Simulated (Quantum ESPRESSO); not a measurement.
# WS2 in Quantum ESPRESSO: relaxation of the atoms with PBE

Aim: the relaxation of the atoms of WS2 with PBE.

Program: Quantum ESPRESSO 7.5. These are calculated values, not measurements. Logs are shortened: lines on timing, memory, paths and dates and some standing lists are left out, and cuts for length are marked.

## Step 1: The sheet as given

The cell holds a sheet with vacuum, 3 atoms: a = 3.153 Å, b = 3.153 Å, c = 21.140 Å, α = 90.00°, β = 90.00°, γ = 120.00°.

The cell was built by a generator and needn't be a form met in nature.

## Step 2: Relaxation of the atoms, PBE

pw.in

```
&CONTROL
  calculation = 'relax'
  prefix = 'pwscf'
  outdir = './tmp'
  pseudo_dir = './pseudo'
  tprnfor = .true.
  disk_io = 'low'
  nstep = 40
  forc_conv_thr = 0.0004
  etot_conv_thr = 1d-05
/
&SYSTEM
  ibrav = 0
  nat = 3
  ntyp = 2
  ecutwfc = 55
  ecutrho = 440
  nbnd = 20
  occupations = 'smearing'
  smearing = 'gaussian'
  degauss = 0.00146997
/
&ELECTRONS
  conv_thr = 6d-10
  electron_maxstep = 120
  mixing_beta = 0.5
/
&IONS
  ion_dynamics = 'bfgs'
/
ATOMIC_SPECIES
S     32.0600 s_pbe_v1.4.uspp.F.UPF
W    183.8400 W_pbe_v1.2.uspp.F.UPF
CELL_PARAMETERS angstrom
   3.1530000000    0.0000000000    0.0000000000
  -1.5765000000    2.7305780981    0.0000000000
   0.0000000000    0.0000000000   21.1400000000
ATOMIC_POSITIONS crystal
S      0.6666666667    0.3333333333    0.4257332072
W      0.3333333333    0.6666666667    0.5000000000
S      0.6666666667    0.3333333333    0.5742667928
K_POINTS automatic
10 10 1 0 0 0
```

Potentials or basis: SSSP 1.3 efficiency PBE.

Launch:

```
OMP_NUM_THREADS=1 pw.x -in pw.in > pw.out
```

pw.out:

```text
This program is part of the open-source Quantum ESPRESSO suite
     for quantum simulation of materials; please cite
[... 9 lines left out ...]
     --------------------
     sticks:   dense  smooth     PW     G-vecs:    dense   smooth      PW
     Sum        1069     547    163               191343    67671   10873

     Using Slab Decomposition

     bravais-lattice index     =            0
     lattice parameter (alat)  =       5.9583  a.u.
     unit-cell volume          =    1228.2313 (a.u.)^3
     number of atoms/cell      =            3
     number of atomic types    =            2
     number of electrons       =        26.00
     number of Kohn-Sham states=           20
     kinetic-energy cutoff     =      55.0000  Ry
     charge density cutoff     =     440.0000  Ry
     scf convergence threshold =      6.0E-10
     mixing beta               =       0.5000
     number of iterations used =            8  plain     mixing
     energy convergence thresh.=      1.0E-05
     force convergence thresh. =      4.0E-04
     Exchange-correlation= SLA  PW   PBE  PBE
                           (   1   4   3   4   0   0   0)
     nstep                     =           40

     celldm(1)=   5.958306  celldm(2)=   0.000000  celldm(3)=   0.000000
     celldm(4)=   0.000000  celldm(5)=   0.000000  celldm(6)=   0.000000

     crystal axes: (cart. coord. in units of alat)
               a(1) = (   1.000000   0.000000   0.000000 )
               a(2) = (  -0.500000   0.866025   0.000000 )
               a(3) = (   0.000000   0.000000   6.704726 )

     reciprocal axes: (cart. coord. in units 2 pi/alat)
               b(1) = (  1.000000  0.577350 -0.000000 )
               b(2) = (  0.000000  1.154701  0.000000 )
               b(3) = (  0.000000 -0.000000  0.149149 )

     PseudoPot. # 1 for S  read from file:
     s_pbe_v1.4.uspp.F.UPF
     Pseudo is Ultrasoft + core correction, Zval =  6.0
     Generated by new atomic code, or converted to UPF format
     Using radial grid of  907 points,  6 beta functions with:
                l(1) =   0
                l(2) =   0
                l(3) =   1
                l(4) =   1
                l(5) =   2
                l(6) =   2
     Q(r) pseudized with  8 coefficients,  rinner =    1.300   1.300   1.300
                                                       1.300   1.300

     PseudoPot. # 2 for W  read from file:
     W_pbe_v1.2.uspp.F.UPF
     Pseudo is Ultrasoft + core correction, Zval = 14.0
     Generated by new atomic code, or converted to UPF format
     Using radial grid of  923 points,  8 beta functions with:
                l(1) =   0
                l(2) =   0
                l(3) =   0
                l(4) =   1
                l(5) =   1
                l(6) =   2
                l(7) =   2
                l(8) =   3
     Q(r) pseudized with  6 coefficients,  rinner =    1.350   1.350   1.350
                                                       1.350   1.350   1.350
                                                       1.350

     atomic species   valence    mass     pseudopotential
     S                 6.00    32.06000     S ( 1.00)
     W                14.00   183.84000     W ( 1.00)

     12 Sym. Ops. (no inversion) found

   Cartesian axes

     site n.     atom                  positions (alat units)
         1        S      tau(   1) = (   0.5000000   0.2886751   2.8544244  )
         2        W      tau(   2) = (  -0.0000000   0.5773503   3.3523628  )
         3        S      tau(   3) = (   0.5000000   0.2886751   3.8503013  )

     number of k points=    14  Gaussian smearing, width (Ry)=  0.0015
                       cart. coord. in units 2pi/alat
        k(    1) = (   0.0000000   0.0000000   0.0000000), wk =   0.0200000
        k(    2) = (   0.0000000   0.1154701   0.0000000), wk =   0.1200000
        k(    3) = (   0.0000000   0.2309401   0.0000000), wk =   0.1200000
        k(    4) = (   0.0000000   0.3464102   0.0000000), wk =   0.1200000
        k(    5) = (   0.0000000   0.4618802   0.0000000), wk =   0.1200000
        k(    6) = (   0.0000000  -0.5773503   0.0000000), wk =   0.0600000
        k(    7) = (   0.1000000   0.1732051   0.0000000), wk =   0.1200000
        k(    8) = (   0.1000000   0.2886751   0.0000000), wk =   0.2400000
        k(    9) = (   0.1000000   0.4041452   0.0000000), wk =   0.2400000
        k(   10) = (   0.1000000   0.5196152   0.0000000), wk =   0.2400000
        k(   11) = (   0.2000000   0.3464102   0.0000000), wk =   0.1200000
        k(   12) = (   0.2000000   0.4618802   0.0000000), wk =   0.2400000
        k(   13) = (   0.2000000   0.5773503   0.0000000), wk =   0.1200000
        k(   14) = (   0.3000000   0.5196152   0.0000000), wk =   0.1200000

     Dense  grid:   191343 G-vectors     FFT dimensions: (  40,  40, 270)

     Smooth grid:    67671 G-vectors     FFT dimensions: (  30,  30, 192)

     Initial potential from superposition of free atoms

     starting charge      25.8996, renormalised to      26.0000

     negative rho (up, down):  6.344E-02 0.000E+00
     Starting wfcs are   21 randomized atomic wfcs

     Self-consistent Calculation

     iteration #  1     ecut=    55.00 Ry     beta= 0.50
     Davidson diagonalization with overlap
     ethr =  1.00E-02,  avg # of iterations =  5.5

     Threshold (ethr) on eigenvalues was too large:
     Diagonalizing with lowered threshold

     Davidson diagonalization with overlap
     ethr =  3.29E-04,  avg # of iterations =  4.6

     negative rho (up, down):  6.573E-02 0.000E+00

     total energy              =    -207.50134641 Ry
     estimated scf accuracy    <       0.09841646 Ry

     iteration #  2     ecut=    55.00 Ry     beta= 0.50
     Davidson diagonalization with overlap
     ethr =  3.79E-04,  avg # of iterations =  3.4

     negative rho (up, down):  6.744E-02 0.000E+00

     total energy              =    -207.51417733 Ry
     estimated scf accuracy    <       0.01527089 Ry

     iteration #  3     ecut=    55.00 Ry     beta= 0.50
     Davidson diagonalization with overlap
     ethr =  5.87E-05,  avg # of iterations =  7.0
[... 154 lines left out ...]
!    total energy              =    -207.51928104 Ry
     estimated scf accuracy    <          3.4E-10 Ry
     smearing contrib. (-TS)   =      -0.00000000 Ry
     internal energy E=F+TS    =    -207.51928104 Ry

     The total energy is F=E-TS. E is the sum of the following terms:
     one-electron contribution =   -1223.93227659 Ry
     hartree contribution      =     611.48358422 Ry
     xc contribution           =     -58.23340947 Ry
     ewald contribution        =     463.16282080 Ry

     convergence has been achieved in  10 iterations

     negative rho (up, down):  6.879E-02 0.000E+00

     Forces acting on atoms (cartesian axes, Ry/au):

     atom    1 type  1   force =    -0.00000000   -0.00000000   -0.01166036
     atom    2 type  2   force =    -0.00000000   -0.00000000    0.00000000
     atom    3 type  1   force =     0.00000000    0.00000000    0.01166036

     Total force =     0.016490     Total SCF correction =     0.000059

     BFGS Geometry Optimization
     Energy error            =      2.7E-04 Ry
     Gradient error          =      1.2E-02 Ry/Bohr

     number of scf cycles    =   1
     number of bfgs steps    =   0

     energy             new  =    -207.5192810372 Ry

     new trust radius        =       0.0116603597 bohr
     new conv_thr            =       0.0000000006 Ry

ATOMIC_POSITIONS (crystal)
S                0.6666666667        0.3333333333        0.4254413247
W                0.3333333333        0.6666666667        0.5000000000
S                0.6666666667        0.3333333333        0.5745586753

     NEW-OLD atomic charge density approx. for the potential

     negative rho (up, down):  6.880E-02 0.000E+00

     Self-consistent Calculation

     iteration #  1     ecut=    55.00 Ry     beta= 0.50
     Davidson diagonalization with overlap
     ethr =  1.00E-06,  avg # of iterations =  4.9

     Threshold (ethr) on eigenvalues was too large:
     Diagonalizing with lowered threshold

     Davidson diagonalization with overlap
     ethr =  7.48E-08,  avg # of iterations =  2.6
[... 141 lines left out ...]
     The total energy is F=E-TS. E is the sum of the following terms:
     one-electron contribution =   -1222.22908034 Ry
     hartree contribution      =     610.63636744 Ry
     xc contribution           =     -58.22281260 Ry
     ewald contribution        =     462.29602930 Ry

     convergence has been achieved in   6 iterations

     negative rho (up, down):  6.879E-02 0.000E+00

     Forces acting on atoms (cartesian axes, Ry/au):

     atom    1 type  1   force =     0.00000000   -0.00000000   -0.00679372
     atom    2 type  2   force =     0.00000000    0.00000000    0.00000000
     atom    3 type  1   force =     0.00000000    0.00000000    0.00679372

     Total force =     0.009608     Total SCF correction =     0.000030
     Energy error            =      2.2E-04 Ry
     Gradient error          =      6.8E-03 Ry/Bohr

     number of scf cycles    =   2
     number of bfgs steps    =   1

     energy             old  =    -207.5192810372 Ry
     energy             new  =    -207.5194962001 Ry

     CASE: energy            _new < energy            _old

     new trust radius        =       0.0128263957 bohr
     new conv_thr            =       0.0000000001 Ry

ATOMIC_POSITIONS (crystal)
S                0.6666666667        0.3333333333        0.4251202539
W                0.3333333333        0.6666666667        0.5000000000
S                0.6666666667        0.3333333333        0.5748797461

     NEW-OLD atomic charge density approx. for the potential

     negative rho (up, down):  6.880E-02 0.000E+00

     Self-consistent Calculation

     iteration #  1     ecut=    55.00 Ry     beta= 0.50
     Davidson diagonalization with overlap
     ethr =  1.00E-06,  avg # of iterations =  5.0

     Threshold (ethr) on eigenvalues was too large:
     Diagonalizing with lowered threshold

     Davidson diagonalization with overlap
     ethr =  9.13E-08,  avg # of iterations =  1.6

     negative rho (up, down):  6.880E-02 0.000E+00

     total energy              =    -207.51959391 Ry
     estimated scf accuracy    <       0.00002350 Ry

     iteration #  2     ecut=    55.00 Ry     beta= 0.50
     Davidson diagonalization with overlap
     ethr =  9.04E-08,  avg # of iterations =  2.0
[... 141 lines left out ...]
     The total energy is F=E-TS. E is the sum of the following terms:
     one-electron contribution =   -1220.35523554 Ry
     hartree contribution      =     609.70410955 Ry
     xc contribution           =     -58.21122871 Ry
     ewald contribution        =     461.34275194 Ry

     convergence has been achieved in   7 iterations

     negative rho (up, down):  6.880E-02 0.000E+00

     Forces acting on atoms (cartesian axes, Ry/au):

     atom    1 type  1   force =     0.00000000    0.00000000   -0.00152569
     atom    2 type  2   force =    -0.00000000   -0.00000000    0.00000000
     atom    3 type  1   force =     0.00000000    0.00000000    0.00152569

     Total force =     0.002158     Total SCF correction =     0.000007
     Energy error            =      1.1E-04 Ry
     Gradient error          =      1.5E-03 Ry/Bohr

     number of scf cycles    =   3
     number of bfgs steps    =   2

     energy             old  =    -207.5194962001 Ry
     energy             new  =    -207.5196027618 Ry

     CASE: energy            _new < energy            _old

     new trust radius        =       0.0037146782 bohr
     new conv_thr            =            2.3E-11 Ry

ATOMIC_POSITIONS (crystal)
S                0.6666666667        0.3333333333        0.4250272679
W                0.3333333333        0.6666666667        0.5000000000
S                0.6666666667        0.3333333333        0.5749727321

     NEW-OLD atomic charge density approx. for the potential

     negative rho (up, down):  6.881E-02 0.000E+00

     Self-consistent Calculation

     iteration #  1     ecut=    55.00 Ry     beta= 0.50
     Davidson diagonalization with overlap
     ethr =  1.00E-06,  avg # of iterations =  2.1

     Threshold (ethr) on eigenvalues was too large:
     Diagonalizing with lowered threshold

     Davidson diagonalization with overlap
     ethr =  9.32E-09,  avg # of iterations =  4.4

     negative rho (up, down):  6.880E-02 0.000E+00

     total energy              =    -207.51960778 Ry
     estimated scf accuracy    <       0.00000191 Ry

     iteration #  2     ecut=    55.00 Ry     beta= 0.50
     Davidson diagonalization with overlap
     ethr =  7.35E-09,  avg # of iterations =  2.0
[... 127 lines left out ...]
!    total energy              =    -207.51960850 Ry
     estimated scf accuracy    <          6.6E-12 Ry
     smearing contrib. (-TS)   =      -0.00000000 Ry
     internal energy E=F+TS    =    -207.51960850 Ry

     The total energy is F=E-TS. E is the sum of the following terms:
     one-electron contribution =   -1219.81265663 Ry
     hartree contribution      =     609.43422830 Ry
     xc contribution           =     -58.20789079 Ry
     ewald contribution        =     461.06671063 Ry

     convergence has been achieved in   6 iterations

     negative rho (up, down):  6.881E-02 0.000E+00

     Forces acting on atoms (cartesian axes, Ry/au):

     atom    1 type  1   force =    -0.00000000   -0.00000000   -0.00001701
     atom    2 type  2   force =    -0.00000000   -0.00000000    0.00000000
     atom    3 type  1   force =    -0.00000000   -0.00000000    0.00001701

     Total force =     0.000024     Total SCF correction =     0.000005
     SCF correction compared to forces is large: reduce conv_thr to get better values
     Energy error            =      5.7E-06 Ry
     Gradient error          =      1.7E-05 Ry/Bohr

     bfgs converged in   4 scf cycles and   3 bfgs steps
     (criteria: energy <  1.0E-05 Ry, force <  4.0E-04 Ry/Bohr)

     End of BFGS Geometry Optimization

     Final energy             =    -207.5196085001 Ry

Begin final coordinates

ATOMIC_POSITIONS (crystal)
S                0.6666666667        0.3333333333        0.4250272679
W                0.3333333333        0.6666666667        0.5000000000
S                0.6666666667        0.3333333333        0.5749727321
End final coordinates

=------------------------------------------------------------------------------=
   JOB DONE.
=------------------------------------------------------------------------------=
```

Wall time 4.9 min (1 thread of AMD EPYC 7R43 (Zen 3), shared host); peak memory 1.2 GiB.

What came out:

```yaml
Free_energy: -2823.4481 eV
Energy_gained_by_relaxing: 1.5 meV/atom
Ionic_steps: 4
Band_gap_on_the_k_mesh: 2.19 eV, indirect (least direct gap 2.30 eV)
```

The path:
| step | energy change (eV) | largest force (eV/Å) |
| --- | --- | --- |
| 1 | 0.0000 | 0.2998 |
| 2 | -0.0029 | 0.1747 |
| 3 | -0.0044 | 0.0392 |
| 4 | -0.0045 | 0.0004 |

Final structure:
```
CELL_PARAMETERS angstrom
3.15300 0.00000 0.00000
-1.57650 2.73058 0.00000
0.00000 0.00000 21.14000
ATOMIC_POSITIONS crystal
S 0.66667 0.33333 0.42503
W 0.33333 0.66667 0.50000
S 0.66667 0.33333 0.57497
```

Caveat: spin-orbit coupling is left out, which moves the levels of the heavy elements. A hybrid or GW would open this gap; PBE tends to underestimate it.
